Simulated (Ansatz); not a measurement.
# Anharmonic phonons and stability of La2O3 (P-3m1)

Aim: the vibrations and stability of La2O3 with thermal and zero-point motion included. The starting cell is a computed one from a database.

Method: DFT PBE, scalar-relativistic, plane waves, PAW, in Ansatz 0.2.0.

This is a report of a sequence of runs, with most program output left out.

### 1. Set-up

The structure is trigonal, space group P-3m1 (No. 164). The conventional cell has a = 3.931 Å, b = 3.931 Å, c = 6.112 Å, α = 90.00°, β = 90.00°, γ = 120.00°. Nearest to La lie 7 O at 2.36 to 2.72 Å. Nearest to O lie 4 La at 2.36 to 2.44 Å. O has 6 La at 2.72 Å nearest. Farther neighbours and most contacts between anions are not listed.

### 2. A first coarse run

Before spending time, one coarse run tells the gap and the pressure of the starting cell.

The input, input.yaml:

```yaml
crystal:
  lattice:
    - [3.930777878, 0.0, 0.0]
    - [-1.965388939, 3.404153499, 0.0]
    - [0.0, 0.0, 6.11195352]
  atoms:
    - { symbol: La, position: [0.66666667, 0.33333333, 0.75376432] }
    - { symbol: La, position: [0.33333333, 0.66666667, 0.24623568] }
    - { symbol: O, position: [0.66666667, 0.33333333, 0.35410935] }
    - { symbol: O, position: [0.33333333, 0.66666667, 0.64589065] }
    - { symbol: O, position: [0.0, 0.0, 0.0] }
kpoints:
  mp_grid: { grid: [6, 6, 4] }
hamiltonian:
  xc: pbe
scf:
  occupations: { method: gaussian, width: 0.1 }
output:
  forces: true
  stress: true
  eigenvalues: true
```

Launch:

```bash
ansatz run input.yaml --threads 18 --pin off --max-ram 92160MiB --backend cuda --events-out ev --progress --plain --runs-dir out
```

It took 1.4 s on 1 × NVIDIA GB200 with 18 threads of Arm Neoverse V2, shared host; peak memory 1.1 GiB.

This step gave:

| Property | Result |
| --- | --- |
| pressure | 1.895 GPa |
| gap on the k-mesh | 3.841 eV |
| volume per atom | 16.36 Å³/atom |

The start is under 1.9 GPa at this level and looks like an insulator or semiconductor on this mesh.

### 3. Finding the static equilibrium

The vibrations must be taken about the equilibrium of this functional, not about the starting cell, so the structure is relaxed.

input.yaml, the sections that differ from step 2:

```yaml
kpoints:
  mp_grid: { grid: [9, 9, 4] }
scf:
  occupations: { method: gaussian, width: 0.02 }
relax:
  adjacent_minimum: "off"
  f_tol: 0.005
  max_steps: 80
  cell: { stress_tol: 0.05 }
# crystal, hamiltonian, output: as in step 2
```

Elapsed: 5.9 s, on 1 × NVIDIA GB200 with 18 threads; peak memory 1.2 GiB.

The steps of the relaxation:

| step | energy less that of the first step (eV) | largest force component (eV/Å) | pressure (GPa) | volume (Å³) |
| --- | --- | --- | --- | --- |
| 1 | 0.0000 | 0.0161 | 1.89 | 81.78 |
| 2 | 0.0346 | 0.3705 | -2.74 | 85.60 |
| 3 | -0.0043 | 0.0336 | -0.01 | 83.14 |
| 4 | -0.0044 | 0.0198 | 0.00 | 83.12 |
| 5 | -0.0045 | 0.0055 | 0.03 | 83.12 |
| 6 | -0.0045 | 0.0001 | 0.00 | 83.13 |
| 7 | -0.0088 | 0.0002 | 0.09 | 83.13 |
| 8 | -0.0086 | 0.0001 | 0.00 | 83.20 |
| 9* | -0.0088 | 0.0001 | 0.01 | 83.20 |

Relaxation steps marked * repeat the geometry before them on a plane-wave basis chosen anew for their cell, so energy and pressure can jump there. The log counts 2 steps on a newly chosen plane-wave basis, not all of them marked here; energy and pressure can jump at such steps. Relaxation step 2 was tried and not accepted.

Forces are held to the 12 operations that the run works with; a distortion that breaks them can't arise in this run.

| conventional cell, symmetrised | before | after | change |
| --- | --- | --- | --- |
| a (Å) | 3.931 | 3.940 | +0.2 % |
| b (Å) | 3.931 | 3.940 | +0.2 % |
| c (Å) | 6.112 | 6.187 | +1.2 % |
| volume (Å³/atom) | 16.36 | 16.64 | +1.7 % |

Final coordinates:

```xyz
5
Lattice="3.9405 0.0000 0.0000 -1.9702 3.4125 0.0000 0.0000 0.0000 6.1874" Properties=species:S:1:pos:R:3 pbc="T T T"
La    1.9702    1.1375    4.6568
La    0.0000    2.2750    1.5306
O     1.9702    1.1375    2.1946
O     0.0000    2.2750    3.9927
O     0.0000    0.0000    0.0000
```

Numbers from this step:

| Item | Value |
| --- | --- |
| pressure | 0.006358 GPa |
| gap on the k-mesh | 3.863 eV |
| volume per atom | 16.64 Å³/atom |

The relaxation ends with a largest force component of 1.4e-4 eV/Å and a pressure of 0.01 GPa.

### 4. Tight relaxation

The relaxation is repeated with tighter thresholds on force and stress, since phonons are sensitive to what is left; a change of mesh or smearing in the input moves the cell too.

The input, input.yaml:

```yaml
crystal:
  lattice:
    - [3.9404524744, 0.0, 0.0]
    - [-1.9702262372, 3.4125319453, 0.0]
    - [0.0, 0.0, 6.1873641449]
  atoms:
    - { symbol: La, position: [0.6666666667, 0.3333333333, 0.752627] }
    - { symbol: La, position: [0.3333333333, 0.6666666667, 0.247373] }
    - { symbol: O, position: [0.6666666667, 0.3333333333, 0.354696071] }
    - { symbol: O, position: [0.3333333333, 0.6666666667, 0.645303929] }
    - { symbol: O, position: [0.0, 0.0, 0.0] }
kpoints:
  mp_grid: { grid: [9, 9, 4] }
hamiltonian:
  xc: pbe
scf:
  occupations: { method: fixed }
output:
  forces: true
  stress: true
  eigenvalues: true
relax:
  adjacent_minimum: "off"
  f_tol: 0.001
  max_steps: 60
  cell: { stress_tol: 0.01 }
```

It took 3.1 s on 1 × NVIDIA GB200 with 18 threads; peak memory 1.1 GiB; 6.7 s of CPU time.

Little changed from the start: no atom moved by 0.005 Å and no cell edge by 0.1 %.

This step gave:

```
pressure : -3.91e-5 GPa
```

The residual pressure is -3.9e-5 GPa, small enough for phonons.

### 5. Sampling the crystal at temperature

Harmonic theory ignores how far atoms move; here frames sampled at temperature supply the forces, and the run stops at an error target or a frame limit.

The input, input.yaml:

```yaml
crystal:
  lattice:
    - [3.9403863106, 0.0, 0.0]
    - [-1.9701931553, 3.4124746457, 0.0]
    - [0.0, 0.0, 6.1880679331]
  atoms:
    - { symbol: La, position: [0.6666666667, 0.3333333333, 0.7526165317] }
    - { symbol: La, position: [0.3333333333, 0.6666666667, 0.2473834683] }
    - { symbol: O, position: [0.6666666667, 0.3333333333, 0.3547202169] }
    - { symbol: O, position: [0.3333333333, 0.6666666667, 0.6452797831] }
    - { symbol: O, position: [0.0, 0.0, 0.0] }
kpoints:
  mp_grid: { grid: [6, 6, 2] }
hamiltonian:
  xc: pbe
scf:
  occupations: { method: fixed }
output:
  stress: true
  eigenvalues: true
phonons:
  method: fd
  dielectric: false
  supercell: [3, 3, 2]
  temperatures: { t_max: 1000, t_step: 50 }
  qpath:
    path:
      - [[0.0, 0.0, 0.0], [0.5, 0.0, 0.0], [0.33333333, 0.33333333, 0.0], [0.0, 0.0, 0.0], [0.0, 0.0, 0.5], [0.5, 0.0, 0.5], [0.33333333, 0.33333333, 0.5], [0.0, 0.0, 0.5]]
      - [[0.5, 0.0, 0.5], [0.5, 0.0, 0.0]]
      - [[0.33333333, 0.33333333, 0.0], [0.33333333, 0.33333333, 0.5]]
    npoints: 10
  self_consistent:
    temperatures: [50.0, 200.0, 400.0, 1200.0]
    max_frames: 128
    max_frequency_error: 2.0
```

Elapsed: 7.4 min, on 1 × NVIDIA GB200 with 18 threads; peak memory 3.2 GiB.

Numbers from this step:

```
point group                     : -3m
frames solved                   : 86
pressure of the lattice at rest : 0.004182 GPa
```

50 K; each column in its own order of rank; one wavevector of each set of like ones; translations left out; no LO-TO term. Modes at 50K, by row, the first 40 of 87 rows:

| q1 | q2 | q3 | rank | harmonic (cm⁻¹) | gaussian (cm⁻¹) | gaussian error (cm⁻¹) | hessian (cm⁻¹) | hessian error (cm⁻¹) | path integral (cm⁻¹) | path integral error (cm⁻¹) |
| --- | --- | --- | --- | --- | --- | --- | --- | --- | --- | --- |
| 0 | 0 | 0 | 1 | 97.3 | 98.2 | 0.1 | 97.5 | 0.3 | 97.5 | 0.2 |
| 0 | 0 | 0 | 2 | 97.3 | 98.2 | 0.1 | 97.5 | 0.3 | 97.5 | 0.2 |
| 0 | 0 | 0 | 3 | 164.3 | 173.3 | 0.4 | 171.6 | 0.4 | 171.4 | 0.4 |
| 0 | 0 | 0 | 4 | 164.3 | 173.3 | 0.4 | 171.6 | 0.4 | 171.4 | 0.4 |
| 0 | 0 | 0 | 5 | 173.6 | 178.8 | 0.6 | 176.2 | 10.9 | 175.8 | 0.7 |
| 0 | 0 | 0 | 6 | 180.7 | 181.4 | 0.5 | 179.4 | 2.6 | 179.4 | 0.7 |
| 0 | 0 | 0 | 7 | 343.4 | 346.5 | 0.3 | 343.9 | 2 | 343.7 | 0.4 |
| 0 | 0 | 0 | 8 | 343.4 | 346.5 | 0.3 | 343.9 | 2 | 343.7 | 0.4 |
| 0 | 0 | 0 | 9 | 378.5 | 380.6 | 0.2 | 378 | 0.4 | 378.3 | 0.9 |
| 0 | 0 | 0 | 10 | 378.5 | 380.9 | 0.2 | 378.1 | 1.9 | 378.5 | 0.6 |
| 0 | 0 | 0 | 11 | 381.4 | 380.9 | 0.2 | 378.1 | 1.9 | 378.5 | 0.6 |
| 0 | 0 | 0 | 12 | 425.9 | 427.9 | 1.1 | 424.5 | 1.3 | 424.7 | 1.2 |
| 0 | 0 | 0.5 | 1 | 56.2 | 57.5 | 0.2 | 56.6 | 0.2 | 56.6 | 0.1 |
| 0 | 0 | 0.5 | 2 | 56.2 | 57.5 | 0.2 | 56.6 | 0.2 | 56.6 | 0.1 |
| 0 | 0 | 0.5 | 3 | 86.1 | 86 | 0.2 | 85.6 | 0.3 | 85.7 | 0.2 |
| 0 | 0 | 0.5 | 4 | 86.1 | 86 | 0.2 | 85.6 | 0.3 | 85.7 | 0.2 |
| 0 | 0 | 0.5 | 5 | 96.9 | 97.5 | 0.3 | 96.4 | 0.5 | 96.5 | 0.3 |
| 0 | 0 | 0.5 | 6 | 140.2 | 141.2 | 0.5 | 139.8 | 1.2 | 139.9 | 0.5 |
| 0 | 0 | 0.5 | 7 | 164.9 | 173.4 | 0.6 | 171.6 | 0.6 | 171.4 | 0.6 |
| 0 | 0 | 0.5 | 8 | 164.9 | 173.4 | 0.6 | 171.6 | 0.6 | 171.4 | 0.6 |
| 0 | 0 | 0.5 | 9 | 333.3 | 336.2 | 0.7 | 333.5 | 1 | 333.3 | 0.8 |
| 0 | 0 | 0.5 | 10 | 333.3 | 336.2 | 0.7 | 333.5 | 1 | 333.3 | 0.8 |
| 0 | 0 | 0.5 | 11 | 378.1 | 379 | 0.4 | 376.7 | 3.7 | 377.4 | 1 |
| 0 | 0 | 0.5 | 12 | 384.9 | 387.8 | 0.9 | 385.1 | 1.3 | 384.8 | 0.8 |
| 0 | 0 | 0.5 | 13 | 384.9 | 387.8 | 0.9 | 385.1 | 1.3 | 384.8 | 0.8 |
| 0 | 0 | 0.5 | 14 | 392.3 | 396.9 | 0.3 | 396 | 1.2 | 395.8 | 0.3 |
| 0 | 0 | 0.5 | 15 | 493 | 493.1 | 2.2 | 490.1 | 19.1 | 490.1 | 1.9 |
| 0 | 0.3333 | 0 | 1 | 64.8 | 64.9 | 0.4 | 64.4 | 0.4 | 64.4 | 0.4 |
| 0 | 0.3333 | 0 | 2 | 79 | 81.3 | 0.4 | 80.6 | 0.5 | 80.5 | 0.2 |
| 0 | 0.3333 | 0 | 3 | 104.3 | 108.1 | 0.1 | 107.1 | 0.3 | 107 | 0.1 |
| 0 | 0.3333 | 0 | 4 | 105.6 | 111.4 | 0.2 | 109.8 | 1.1 | 109.8 | 0.2 |
| 0 | 0.3333 | 0 | 5 | 156.5 | 157.8 | 0.2 | 156 | 0.3 | 155.9 | 0.3 |
| 0 | 0.3333 | 0 | 6 | 178.2 | 179.2 | 0.3 | 177.8 | 0.4 | 177.7 | 0.3 |
| 0 | 0.3333 | 0 | 7 | 193 | 198.4 | 0.6 | 196.9 | 0.7 | 196.8 | 0.6 |
| 0 | 0.3333 | 0 | 8 | 196.4 | 202.4 | 0.3 | 200.1 | 0.5 | 200.1 | 0.3 |
| 0 | 0.3333 | 0 | 9 | 250.3 | 252.3 | 0.3 | 250.6 | 0.3 | 250.4 | 0.4 |
| 0 | 0.3333 | 0 | 10 | 278 | 279.5 | 0.5 | 276.4 | 2.3 | 276.3 | 0.5 |
| 0 | 0.3333 | 0 | 11 | 313 | 316.7 | 0.3 | 313.7 | 1.2 | 313.4 | 0.4 |
| 0 | 0.3333 | 0 | 12 | 352.8 | 353.5 | 0.3 | 351.3 | 1.6 | 351 | 0.4 |
| 0 | 0.3333 | 0 | 13 | 380.4 | 382.9 | 0.2 | 380.5 | 0.5 | 380.3 | 0.3 |

200 K; each column in its own order of rank; one wavevector of each set of like ones; translations left out; no LO-TO term. Modes at 200K, by row, the first 40 of 87 rows:

| q1 | q2 | q3 | rank | harmonic (cm⁻¹) | gaussian (cm⁻¹) | gaussian error (cm⁻¹) | hessian (cm⁻¹) | hessian error (cm⁻¹) | path integral (cm⁻¹) | path integral error (cm⁻¹) |
| --- | --- | --- | --- | --- | --- | --- | --- | --- | --- | --- |
| 0 | 0 | 0 | 1 | 97.3 | 98.5 | 0.1 | 96.6 | 0.5 | 96.4 | 0.2 |
| 0 | 0 | 0 | 2 | 97.3 | 98.5 | 0.1 | 96.6 | 0.5 | 96.4 | 0.2 |
| 0 | 0 | 0 | 3 | 164.3 | 179.6 | 0.6 | 175.1 | 0.9 | 174.8 | 0.7 |
| 0 | 0 | 0 | 4 | 164.3 | 179.6 | 0.6 | 175.1 | 0.9 | 174.8 | 0.7 |
| 0 | 0 | 0 | 5 | 173.6 | 182.4 | 0.3 | 177 | 1.1 | 176.6 | 1.1 |
| 0 | 0 | 0 | 6 | 180.7 | 183.1 | 0.9 | 177.4 | 0.5 | 176.6 | 0.6 |
| 0 | 0 | 0 | 7 | 343.4 | 346.7 | 0.3 | 341.3 | 0.3 | 340.8 | 0.5 |
| 0 | 0 | 0 | 8 | 343.4 | 346.7 | 0.3 | 341.3 | 0.3 | 340.8 | 0.5 |
| 0 | 0 | 0 | 9 | 378.5 | 381.1 | 0.5 | 375.1 | 2.3 | 374 | 1.1 |
| 0 | 0 | 0 | 10 | 378.5 | 381.1 | 0.5 | 375.6 | 0.6 | 374.9 | 0.7 |
| 0 | 0 | 0 | 11 | 381.4 | 381.1 | 1 | 375.6 | 0.6 | 374.9 | 0.7 |
| 0 | 0 | 0 | 12 | 425.9 | 429.3 | 1.3 | 420.9 | 1.4 | 418.4 | 1.9 |
| 0 | 0 | 0.5 | 1 | 56.2 | 58.4 | 0.2 | 56.3 | 0.5 | 56.3 | 0.3 |
| 0 | 0 | 0.5 | 2 | 56.2 | 58.4 | 0.2 | 56.3 | 0.5 | 56.3 | 0.3 |
| 0 | 0 | 0.5 | 3 | 86.1 | 85.8 | 0.1 | 85.1 | 0.1 | 84.9 | 0.1 |
| 0 | 0 | 0.5 | 4 | 86.1 | 85.8 | 0.1 | 85.1 | 0.1 | 84.9 | 0.1 |
| 0 | 0 | 0.5 | 5 | 96.9 | 98.2 | 0.7 | 95.5 | 0.8 | 95.2 | 0.7 |
| 0 | 0 | 0.5 | 6 | 140.2 | 141.8 | 0.6 | 138.4 | 0.7 | 138 | 0.5 |
| 0 | 0 | 0.5 | 7 | 164.9 | 180 | 0.5 | 175.3 | 1.1 | 174.9 | 0.6 |
| 0 | 0 | 0.5 | 8 | 164.9 | 180 | 0.5 | 175.3 | 1.1 | 174.9 | 0.6 |
| 0 | 0 | 0.5 | 9 | 333.3 | 336.9 | 0.3 | 331.5 | 0.8 | 331.5 | 0.5 |
| 0 | 0 | 0.5 | 10 | 333.3 | 336.9 | 0.3 | 331.5 | 0.8 | 331.5 | 0.5 |
| 0 | 0 | 0.5 | 11 | 378.1 | 378.7 | 0.6 | 373.6 | 1.1 | 372.9 | 0.8 |
| 0 | 0 | 0.5 | 12 | 384.9 | 387.8 | 0.2 | 382.3 | 0.3 | 381.8 | 0.7 |
| 0 | 0 | 0.5 | 13 | 384.9 | 387.8 | 0.2 | 382.3 | 0.3 | 381.8 | 0.7 |
| 0 | 0 | 0.5 | 14 | 392.3 | 401 | 1.6 | 398.4 | 2.6 | 398.6 | 1.7 |
| 0 | 0 | 0.5 | 15 | 493 | 491.6 | 0.7 | 484.7 | 5.7 | 482.8 | 1.4 |
| 0 | 0.3333 | 0 | 1 | 64.8 | 65.4 | 0.1 | 64.1 | 0.1 | 64.1 | 0.1 |
| 0 | 0.3333 | 0 | 2 | 79 | 82.5 | 0.1 | 80.5 | 0.3 | 80.5 | 0.1 |
| 0 | 0.3333 | 0 | 3 | 104.3 | 110.7 | 0.1 | 108.4 | 0.1 | 108.3 | 0.1 |
| 0 | 0.3333 | 0 | 4 | 105.6 | 115.8 | 0.1 | 111.9 | 0.2 | 111.6 | 0.2 |
| 0 | 0.3333 | 0 | 5 | 156.5 | 159 | 0.1 | 154.5 | 0.3 | 153.9 | 0.2 |
| 0 | 0.3333 | 0 | 6 | 178.2 | 179.6 | 0.1 | 176.6 | 0.1 | 176.1 | 0.1 |
| 0 | 0.3333 | 0 | 7 | 193 | 203.3 | 0.3 | 199.3 | 0.7 | 199.2 | 0.3 |
| 0 | 0.3333 | 0 | 8 | 196.4 | 207 | 0.2 | 201.5 | 1.3 | 201 | 0.3 |
| 0 | 0.3333 | 0 | 9 | 250.3 | 253.9 | 0.2 | 249.6 | 0.3 | 249.3 | 0.3 |
| 0 | 0.3333 | 0 | 10 | 278 | 280.5 | 0.2 | 273.4 | 0.5 | 272.6 | 0.4 |
| 0 | 0.3333 | 0 | 11 | 313 | 317.5 | 0.1 | 311.7 | 0.4 | 311.4 | 0.5 |
| 0 | 0.3333 | 0 | 12 | 352.8 | 354.6 | 0.2 | 349.6 | 0.5 | 348.7 | 0.4 |
| 0 | 0.3333 | 0 | 13 | 380.4 | 382.5 | 0.1 | 377.6 | 0.4 | 377 | 0.4 |

400 K; each column in its own order of rank; one wavevector of each set of like ones; translations left out; no LO-TO term. Modes at 400K, by row, the first 40 of 87 rows:

| q1 | q2 | q3 | rank | harmonic (cm⁻¹) | gaussian (cm⁻¹) | gaussian error (cm⁻¹) | hessian (cm⁻¹) | hessian error (cm⁻¹) | path integral (cm⁻¹) | path integral error (cm⁻¹) |
| --- | --- | --- | --- | --- | --- | --- | --- | --- | --- | --- |
| 0 | 0 | 0 | 1 | 97.3 | 98.7 | 0.4 | 95.5 | 0.6 | 95 | 0.4 |
| 0 | 0 | 0 | 2 | 97.3 | 98.7 | 0.4 | 95.5 | 0.6 | 95 | 0.4 |
| 0 | 0 | 0 | 3 | 164.3 | 184.2 | 0.7 | 175.3 | 2.5 | 173.8 | 1.4 |
| 0 | 0 | 0 | 4 | 164.3 | 188.2 | 0.7 | 180 | 1.2 | 179.7 | 0.8 |
| 0 | 0 | 0 | 5 | 173.6 | 188.2 | 0.7 | 180 | 1.2 | 179.7 | 0.8 |
| 0 | 0 | 0 | 6 | 180.7 | 192.4 | 1.8 | 181.2 | 2.2 | 180.4 | 2.2 |
| 0 | 0 | 0 | 7 | 343.4 | 349 | 1.4 | 339.1 | 1.6 | 338.6 | 1.6 |
| 0 | 0 | 0 | 8 | 343.4 | 349 | 1.4 | 339.1 | 1.6 | 338.6 | 1.6 |
| 0 | 0 | 0 | 9 | 378.5 | 381.3 | 0.9 | 370.7 | 2 | 367.9 | 2 |
| 0 | 0 | 0 | 10 | 378.5 | 381.9 | 0.6 | 371.8 | 0.8 | 370.8 | 1.3 |
| 0 | 0 | 0 | 11 | 381.4 | 381.9 | 0.6 | 371.8 | 0.8 | 370.8 | 1.3 |
| 0 | 0 | 0 | 12 | 425.9 | 428 | 1.3 | 413.1 | 2.4 | 404.8 | 3.1 |
| 0 | 0 | 0.5 | 1 | 56.2 | 60.5 | 0.2 | 57.2 | 0.5 | 56.9 | 0.4 |
| 0 | 0 | 0.5 | 2 | 56.2 | 60.5 | 0.2 | 57.2 | 0.5 | 56.9 | 0.4 |
| 0 | 0 | 0.5 | 3 | 86.1 | 85.3 | 0.3 | 84 | 0.4 | 83.7 | 0.3 |
| 0 | 0 | 0.5 | 4 | 86.1 | 85.3 | 0.3 | 84 | 0.4 | 83.7 | 0.3 |
| 0 | 0 | 0.5 | 5 | 96.9 | 99.6 | 0.5 | 95.2 | 0.7 | 94.5 | 0.8 |
| 0 | 0 | 0.5 | 6 | 140.2 | 142.8 | 0.2 | 136.5 | 0.6 | 135.6 | 0.7 |
| 0 | 0 | 0.5 | 7 | 164.9 | 189.8 | 0.5 | 181.3 | 0.7 | 181 | 0.8 |
| 0 | 0 | 0.5 | 8 | 164.9 | 189.8 | 0.5 | 181.3 | 0.7 | 181 | 0.8 |
| 0 | 0 | 0.5 | 9 | 333.3 | 339.4 | 0.5 | 329.4 | 0.7 | 328.1 | 1.2 |
| 0 | 0 | 0.5 | 10 | 333.3 | 339.4 | 0.5 | 329.4 | 0.7 | 328.1 | 1.2 |
| 0 | 0 | 0.5 | 11 | 378.1 | 380.4 | 1.2 | 370.9 | 1.2 | 368.5 | 2 |
| 0 | 0 | 0.5 | 12 | 384.9 | 389.3 | 0.9 | 379.3 | 1.3 | 378.6 | 1.4 |
| 0 | 0 | 0.5 | 13 | 384.9 | 389.3 | 0.9 | 379.3 | 1.3 | 378.6 | 1.4 |
| 0 | 0 | 0.5 | 14 | 392.3 | 404.9 | 5.5 | 400.4 | 7.3 | 399.1 | 4.4 |
| 0 | 0 | 0.5 | 15 | 493 | 491.1 | 2.3 | 478.6 | 12.1 | 474.9 | 3.1 |
| 0 | 0.3333 | 0 | 1 | 64.8 | 66 | 0.2 | 63.7 | 0.3 | 63.5 | 0.2 |
| 0 | 0.3333 | 0 | 2 | 79 | 83.9 | 0.1 | 80.7 | 0.2 | 80.4 | 0.2 |
| 0 | 0.3333 | 0 | 3 | 104.3 | 114.1 | 0.1 | 110.2 | 0.3 | 110.2 | 0.3 |
| 0 | 0.3333 | 0 | 4 | 105.6 | 121.2 | 0.3 | 114.5 | 0.7 | 113.8 | 0.5 |
| 0 | 0.3333 | 0 | 5 | 156.5 | 160.6 | 0.2 | 152.5 | 0.3 | 150.5 | 0.5 |
| 0 | 0.3333 | 0 | 6 | 178.2 | 180.6 | 0.2 | 175.4 | 0.5 | 174.5 | 0.4 |
| 0 | 0.3333 | 0 | 7 | 193 | 209.7 | 0.5 | 202.3 | 0.8 | 202.4 | 0.6 |
| 0 | 0.3333 | 0 | 8 | 196.4 | 213.5 | 0.2 | 203.5 | 0.4 | 202.9 | 0.5 |
| 0 | 0.3333 | 0 | 9 | 250.3 | 256.2 | 0.2 | 247.8 | 0.5 | 245.9 | 0.6 |
| 0 | 0.3333 | 0 | 10 | 278 | 281.9 | 0.4 | 269.5 | 0.6 | 266.9 | 0.8 |
| 0 | 0.3333 | 0 | 11 | 313 | 319.3 | 0.4 | 308.5 | 0.6 | 307.3 | 0.6 |
| 0 | 0.3333 | 0 | 12 | 352.8 | 355.2 | 0.6 | 346.2 | 0.8 | 343.9 | 0.9 |
| 0 | 0.3333 | 0 | 13 | 380.4 | 384 | 0.4 | 374.8 | 0.6 | 373.7 | 0.7 |

(Continued in part 2 of 2.)

[Logs are printed without paths, hosts, clocks, repeated set-up lines and the standing remarks that a program may print on its own settings, such as how far it seeks lower states.]

[Hosts, paths, dates, database ids (printed as entryN), source tags and the programs' standing remarks are cut or masked in the printed files.]

[A step with changed settings may run another functional than the one named; its input shows which.]
